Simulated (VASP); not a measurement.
# PtSe2 (P-3m1) in VASP: band structure with PBE+D3(BJ)

Aim: the band structure of PtSe2 with PBE+D3(BJ).

All numbers are computed with VASP 6.6.1; they aren't measurements. Logs are shortened: lines on timing, memory, paths and dates and some standing lists are left out, and cuts for length are marked.

### Step 1. Starting point

It takes space group P-3m1 (No. 164, trigonal). Conventional cell: a = 3.724 Å, b = 3.724 Å, c = 5.062 Å, α = 90.00°, β = 90.00°, γ = 120.00°. Around Pt (site symmetry -3m) lie 6 Se at 2.49 Å. Se (site symmetry 3m) has 3 Pt at 2.49 Å as nearest neighbours.

### Step 2. Band structure, PBE+D3(BJ)

INCAR

```
PREC = Accurate ; ENCUT = 520
EDIFF = 1E-7 ; ISMEAR = 0
SIGMA = 0.02 ; LREAL = False
LASPH = True ; NELM = 80
ALGO = Normal ; ISIF = 2
LWAVE = False ; LCHARG = False
LMAXMIX = 4 ; GGA = PE
IVDW = 12
```

KPOINTS

```
Automatic mesh
0
Gamma
  9 9 6
```

POSCAR

```
PtSe2
1.0
    3.7240000000      0.0000000000      0.0000000000
   -1.8620000000      3.2250786000      0.0000000000
    0.0000000000      0.0000000000      5.0620000000
Pt Se
1 2
Direct
    0.0000000000      0.0000000000      0.0000000000
    0.3333333300      0.6666666700      0.2500000000
    0.6666666700      0.3333333300      0.7500000000
```

KPOINTS_OPT

```
path GMKGALHA,LM,KH
15
line-mode
reciprocal
 0.0000000000  0.0000000000  0.0000000000  G
 0.5000000000  0.0000000000  0.0000000000  M

 0.5000000000  0.0000000000  0.0000000000  M
 0.3333333333  0.3333333333  0.0000000000  K

 0.3333333333  0.3333333333  0.0000000000  K
 0.0000000000  0.0000000000  0.0000000000  G

 0.0000000000  0.0000000000  0.0000000000  G
 0.0000000000  0.0000000000  0.5000000000  A

 0.0000000000  0.0000000000  0.5000000000  A
 0.5000000000  0.0000000000  0.5000000000  L

 0.5000000000  0.0000000000  0.5000000000  L
 0.3333333333  0.3333333333  0.5000000000  H

 0.3333333333  0.3333333333  0.5000000000  H
 0.0000000000  0.0000000000  0.5000000000  A

 0.5000000000  0.0000000000  0.5000000000  L
 0.5000000000  0.0000000000  0.0000000000  M

 0.3333333333  0.3333333333  0.0000000000  K
 0.3333333333  0.3333333333  0.5000000000  H
```

Potentials or basis: VASP PAW PBE potentials, release 64 (Pt, Se).

The run is started by

```console
> cat potpaw_PBE.64/Pt/POTCAR potpaw_PBE.64/Se/POTCAR > POTCAR
> mpirun -np 1 vasp_std > vasp.out
```

OUTCAR:

```text
PREC = Accurate
   ENCUT = 520
   EDIFF = 1E-7
   ISMEAR = 0
   LREAL = False
   LASPH = True
   NELM = 80
   ISIF = 2
   GGA = PE
   IVDW = 12
 IVDW          = 12

 ion  position               nearest neighbor table
   1  0.000  0.000  0.000-   2 2.49   3 2.49   2 2.49   3 2.49   3 2.49   2 2.49
   2  0.333  0.667  0.250-   1 2.49   1 2.49   1 2.49
   3  0.667  0.333  0.750-   1 2.49   1 2.49   1 2.49

  LATTYP: Found a hexagonal cell.
 ALAT       =     3.7240000000
 C/A-ratio  =     1.3592910849

  Lattice vectors:

 A1 = (   3.7240000000,   0.0000000000,   0.0000000000)
 A2 = (  -1.8620000000,   3.2250786000,   0.0000000000)
 A3 = (   0.0000000000,   0.0000000000,   5.0620000000)

Analysis of symmetry for initial positions (statically):
=====================================================================
 Subroutine PRICEL returns:
 Original cell was already a primitive cell.

 Routine SETGRP: Setting up the symmetry group for a
 hexagonal supercell.

 Subroutine GETGRP returns: Found 12 space group operations
 (whereof 12 operations were pure point group operations)
 out of a pool of 24 trial point group operations.

The static configuration has the point symmetry D_3d.

Analysis of symmetry for dynamics (positions and initial velocities):
=====================================================================
 Subroutine PRICEL returns:
 Original cell was already a primitive cell.

 Routine SETGRP: Setting up the symmetry group for a
 hexagonal supercell.

 Subroutine GETGRP returns: Found 12 space group operations
 (whereof 12 operations were pure point group operations)
 out of a pool of 24 trial point group operations.

The dynamic configuration has the point symmetry D_3d.

 Subroutine INISYM returns: Found 12 space group operations
 (whereof 12 operations are pure point group operations),
 and found     1 'primitive' translations

----------------------------------------------------------------------------------------

                                     Primitive cell

  volume of cell :      60.7956

  direct lattice vectors                    reciprocal lattice vectors
     3.724000000  0.000000000  0.000000000     0.268528464  0.155034981  0.000000000
    -1.862000000  3.225078600  0.000000000     0.000000000  0.310069962  0.000000000
     0.000000000  0.000000000  5.062000000     0.000000000  0.000000000  0.197550375

  length of vectors
     3.724000000  3.723999997  5.062000000     0.310069962  0.310069962  0.197550375

  position of ions in fractional coordinates (direct lattice)
     0.000000000  0.000000000  0.000000000
     0.333333330  0.666666670  0.250000000
     0.666666670  0.333333330  0.750000000

  ion indices of the primitive-cell ions
   primitive index   ion index
                 1           1
                 2           2
                 3           3

----------------------------------------------------------------------------------------

 KPOINTS: Automatic mesh

Automatic generation of k-mesh.
 Grid dimensions read from file:
 generate k-points for:    9    9    6

 Generating k-lattice:

  Cartesian coordinates                     Fractional coordinates (reciprocal lattice)
     0.029836496  0.017226109  0.000000000     0.111111111  0.000000000  0.000000000
     0.000000000  0.034452218  0.000000000     0.000000000  0.111111111  0.000000000
     0.000000000  0.000000000  0.032925063     0.000000000  0.000000000  0.166666667

  Length of vectors
     0.034452218  0.034452218  0.032925063

  Shift w.r.t. Gamma in fractional coordinates (k-lattice)
     0.000000000  0.000000000  0.000000000

 Subroutine IBZKPT returns following result:
 ===========================================

 Found     62 irreducible k-points:

 Following reciprocal coordinates:
            Coordinates               Weight
  0.000000  0.000000  0.000000      1.000000
  0.111111  0.000000  0.000000      6.000000
  0.222222  0.000000  0.000000      6.000000
  0.333333 -0.000000  0.000000      6.000000
  0.444444  0.000000  0.000000      6.000000
  0.111111  0.111111  0.000000      6.000000
[... 16 lines left out ...]
  0.222222  0.111111  0.166667     12.000000
 -0.111111  0.333333  0.166667     12.000000
 [... further k-points ...]
   k-points           NKPTS =     62   k-points in BZ     NKDIM =     62   number of bands    NBANDS=     15
   number of dos      NEDOS =    301   number of ions     NIONS =      3
   total plane-waves  NPLWV =  31360
   dimension x,y,z NGX =    28 NGY =   28 NGZ =   40
   dimension x,y,z NGXF=    56 NGYF=   56 NGZF=   80
   ions per type =               1   2
   NGX,Y,Z   is equivalent  to a cutoff of  12.50, 12.50, 13.14 a.u.
   NGXF,Y,Z  is equivalent  to a cutoff of  25.00, 25.00, 26.27 a.u.
 SYSTEM =  unknown system
   PREC   = accura    normal or accurate (medium, high low for compatibility)
   ISTART =      0    job   : 0-new  1-cont  2-samecut
   ICHARG =      2    charge: 1-file 2-atom 10-const
   ISPIN  =      1    spin polarized calculation?
   LNONCOLLINEAR =      F non collinear calculations
   LSORBIT =      F    spin-orbit coupling
   LASPH  =      T    aspherical Exc in radial PAW
   ENCUT  =  520.0 eV  38.22 Ry    6.18 a.u.   6.92  6.92  9.41*2*pi/ulx,y,z
   NELM   =     80;   NELMIN=  2; NELMDL= -5     # of ELM steps
   EDIFF  = 0.1E-06   stopping-criterion for ELM
   LREAL  =      F    real-space projection
   EDIFFG = 0.1E-05   stopping-criterion for IOM
   NSW    =      0    number of steps for IOM
   IBRION =     -1    ionic relax: 0-MD 1-quasi-New 2-CG
   NFREE  =      0    steps in history (QN), initial steepest desc. (CG)
   ISIF   =      2    stress and relaxation
   ISYM   =      2    0-nonsym 1-usesym 2-fastsym
   POTIM  = 0.5000    time-step for ionic-motion
   TEBEG  =    0.0;   TEEND  =   0.0 temperature during run
   PSTRESS=    0.0 pullay stress
   NELECT =      22.0000    total number of electrons
   NUPDOWN=      -1.0000    fix difference up-down
   EMIN   =  10.00;   EMAX   =-10.00  energy-range for DOS
   EFERMI =   0.00;   METHOD = LEGACY
   ISMEAR =     0;   SIGMA  =   0.02  broadening in eV -4-tet -1-fermi 0-gaus
   EFERMI_NEDOS =   21; number of points for ismear=-14 and -15
   IALGO  =     38    algorithm
   IMIX   =      4    mixing-type and parameters
     AMIX     =   0.40;   BMIX     =  1.00
     AMIX_MAG =   1.60;   BMIX_MAG =  1.00
  volume/ion in A,a.u.               =      20.27       136.76
  Fermi-wavevector in a.u.,A,eV,Ry     =   1.166608  2.204570 18.517184  1.360975
  Thomas-Fermi vector in A             =   2.303119
   LORBIT       =      0    0 simple, 1 ext, 2 COOP (PROOUT), +10 PAW based schemes
   GGA     = PE    functional components
   LHFCALC =     F    Hartree Fock is set to
   AEXX    =    0.0000 exact exchange contribution
   IVDW    =    12    specifies the selected vdW correction
   LEPSILON=     F    determine dielectric tensor
   LRPA    =     F    only Hartree local field effects (RPA)
 non-spin polarized calculation
 Gauss-broadening in eV      SIGMA  =   0.02
  energy-cutoff  :      520.00
  volume of cell :       60.80
 maximum number of plane-waves:      1650
   NGX = 13   NGY = 13   NGZ = 19

 number of electron      21.9999999 magnetization

 Free energy of the ion-electron system (eV)
  ---------------------------------------------------
  ext. energy  EPLUGINS =         0.00000000
  ---------------------------------------------------
  free energy    TOTEN  =       -14.18531618 eV

  energy without entropy =      -14.18515942  energy(sigma->0) =      -14.18523780

 E-fermi :   6.6117     XC(G=0): -10.6327

 val. band max:        6.5579357997   @ k =   0.3333   0.3333   0.0000
 cond. band min:       6.6124052093   @ k =   0.0000   0.3333   0.3333
 fundamental gap:      0.0544694096
 Fermi energy:         6.6116648017

 k-point     1 :       0.0000    0.0000    0.0000
  band No.  band energies     occupation
      1      -9.1798      2.00000
      2      -6.3557      2.00000
      3      -0.6640      2.00000
      4       0.0413      2.00000
      5       0.0413      2.00000
      6       2.5017      2.00000
      7       2.5017      2.00000
      8       3.9462      2.00000
      9       5.4643      2.00000
     10       5.4643      2.00000
     11       6.9414      0.00000
     12       7.9994      0.00000
     13       7.9994      0.00000
     14      10.1478      0.00000
     15      10.7491      0.00000

 k-point     2 :       0.1111    0.0000    0.0000
  band No.  band energies     occupation
      1      -9.0413      2.00000
      2      -6.4181      2.00000
      3      -0.5003      2.00000
      4       0.1307      2.00000
      5       0.1414      2.00000
      6       2.3096      2.00000
      7       2.4073      2.00000
      8       3.6710      2.00000
      9       5.0208      2.00000
     10       5.3335      2.00000
     11       6.5430      2.00000
     12       7.8192      0.00000
     13       8.0346      0.00000
     14      11.0163      0.00000
     15      11.5101      0.00000

 k-point     3 :       0.2222    0.0000    0.0000
  band No.  band energies     occupation
      1      -8.6513      2.00000
      2      -6.5822      2.00000
      3      -0.0717      2.00000
      4       0.3594      2.00000
      5       0.4416      2.00000
      6       1.5542      2.00000
      7       2.2471      2.00000
      8       3.1383      2.00000
      9       4.5197      2.00000
     10       4.8701      2.00000
     11       5.5166      2.00000
     12       7.8658      0.00000
     13       8.2576      0.00000
     14      11.4294      0.00000
     15      12.6870      0.00000
[... 343 lines left out ...]
 k-point    23 :       0.2222    0.1111    0.1667
  band No.  band energies     occupation
      1      -8.2048      2.00000
      2      -6.8594      2.00000
      3       0.1455      2.00000
      4       0.4623      2.00000
      5       0.7000      2.00000
      6       1.4771      2.00000
      7       1.8379      2.00000
      8       3.0687      2.00000
      9       3.9506      2.00000
     10       4.3119      2.00000
     11       5.1236      2.00000
     12       7.8890      0.00000
     13       8.2597      0.00000
     14      11.8443      0.00000
     15      13.1970      0.00000

 k-point    24 :      -0.1111    0.3333    0.1667
  band No.  band energies     occupation
      1      -8.2355      2.00000
      2      -6.7952      2.00000
      3      -0.1536      2.00000
      4       0.3841      2.00000
      5       0.8402      2.00000
      6       1.2532      2.00000
      7       2.0712      2.00000
      8       3.0284      2.00000
      9       4.2709      2.00000
     10       4.4807      2.00000
     11       6.0081      2.00000
     12       6.8270      0.00000
     13       7.9625      0.00000
     14      11.2005      0.00000
     15      12.9851      0.00000

 [... further k-points ...]

------------------------ aborting loop because EDIFF is reached ----------------------------------------

 Edisp (eV)   -1.43094

 E8    (eV) :    -0.6140

  FORCE on cell =-STRESS in cart. coord.  units (eV):
  Direction    XX          YY          ZZ          XY          YZ          ZX
  --------------------------------------------------------------------------------------
  -------------------------------------------------------------------------------------
  Total       1.56859     1.56859     0.79697     0.00000     0.00000     0.00000
  in kB      41.33774    41.33774    21.00306     0.00000     0.00000     0.00000
  external pressure =       34.56 kB  Pullay stress =        0.00 kB

 VOLUME and BASIS-vectors are now :
 -----------------------------------------------------------------------------
  energy-cutoff  :      520.00
  volume of cell :       60.80
      direct lattice vectors                 reciprocal lattice vectors
     3.724000000  0.000000000  0.000000000     0.268528464  0.155034981  0.000000000
    -1.862000000  3.225078600  0.000000000     0.000000000  0.310069962  0.000000000
     0.000000000  0.000000000  5.062000000     0.000000000  0.000000000  0.197550375

 POSITION                                       TOTAL-FORCE (eV/Angst)
 -----------------------------------------------------------------------------------
      0.00000      0.00000      0.00000         0.000000      0.000000      0.000000
     -0.00000      2.15005      1.26550        -0.000000     -0.000000      0.617440
      1.86200      1.07503      3.79650         0.000000      0.000000     -0.617440
 -----------------------------------------------------------------------------------
    total drift:                                0.000000      0.000000      0.000000

  FREE ENERGIE OF THE ION-ELECTRON SYSTEM (eV)
  ---------------------------------------------------
  free  energy   TOTEN  =       -15.6162595344 eV

  energy  without entropy=      -15.6161027818  energy(sigma->0) =      -15.61618116
```

Wall time 2.1 min (1 thread of AMD EPYC 7R13 (Zen 3), shared host); peak memory 0.22 GiB.

Results:

```yaml
Free_energy: -15.6163 eV
Pressure: 3.5 GPa
Largest_force: 0.617 eV/Å
Band_gap_along_the_path: none (metal or under the smearing width)
Dispersion_energy_per_atom: -0.477 eV
```

Forces on the atoms (eV/Å):
```
Pt   0.000  0.000  0.000
Se   0.000  0.000  0.617
Se   0.000  0.000 -0.617
```

Stress tensor (GPa, compression positive):
```
4.13 0.00 0.00
0.00 4.13 0.00
0.00 0.00 2.10
```

Levels at the corners of the path, in eV from the Fermi level:
| point | band 8 | band 9 | band 10 | band 11 | band 12 | band 13 | band 14 | band 15 |
| --- | --- | --- | --- | --- | --- | --- | --- | --- |
| Γ | -2.67 | -1.15 | -1.15 | 0.33 | 1.39 | 1.39 | 3.54 | 4.14 |
| M | -3.63 | -3.60 | -3.51 | -3.06 | 0.59 | 2.28 | 4.71 | 5.76 |
| M | -3.63 | -3.60 | -3.51 | -3.06 | 0.59 | 2.28 | 4.71 | 5.76 |
| K | -3.87 | -2.77 | -1.92 | -1.92 | -0.05 | -0.05 | 3.99 | 7.53 |
| K | -3.87 | -2.77 | -1.92 | -1.92 | -0.05 | -0.05 | 3.99 | 7.53 |
| Γ | -2.67 | -1.15 | -1.15 | 0.33 | 1.39 | 1.39 | 3.54 | 4.14 |
| Γ | -2.67 | -1.15 | -1.15 | 0.33 | 1.39 | 1.39 | 3.54 | 4.14 |
| A | -3.03 | -1.79 | -1.58 | -1.58 | 2.23 | 2.23 | 4.73 | 6.25 |
| A | -3.03 | -1.79 | -1.58 | -1.58 | 2.23 | 2.23 | 4.73 | 6.25 |
| L | -3.61 | -3.31 | -2.93 | -1.45 | 0.92 | 1.45 | 4.49 | 4.71 |
| L | -3.61 | -3.31 | -2.93 | -1.45 | 0.92 | 1.45 | 4.49 | 4.71 |
| H | -4.26 | -3.76 | -2.60 | -2.60 | 1.93 | 1.93 | 6.46 | 7.20 |
| H | -4.26 | -3.76 | -2.60 | -2.60 | 1.93 | 1.93 | 6.46 | 7.20 |
| A | -3.03 | -1.79 | -1.58 | -1.58 | 2.23 | 2.23 | 4.73 | 6.25 |
| L | -3.61 | -3.31 | -2.93 | -1.45 | 0.92 | 1.45 | 4.49 | 4.71 |
| M | -3.63 | -3.60 | -3.51 | -3.06 | 0.59 | 2.28 | 4.71 | 5.76 |
| K | -3.87 | -2.77 | -1.92 | -1.92 | -0.05 | -0.05 | 3.99 | 7.53 |
| H | -4.26 | -3.76 | -2.60 | -2.60 | 1.93 | 1.93 | 6.46 | 7.20 |

Caveat: spin-orbit coupling is left out, which moves the levels of the heavy elements; pairwise dispersion overbinds metals, which lowers pressure and volume.
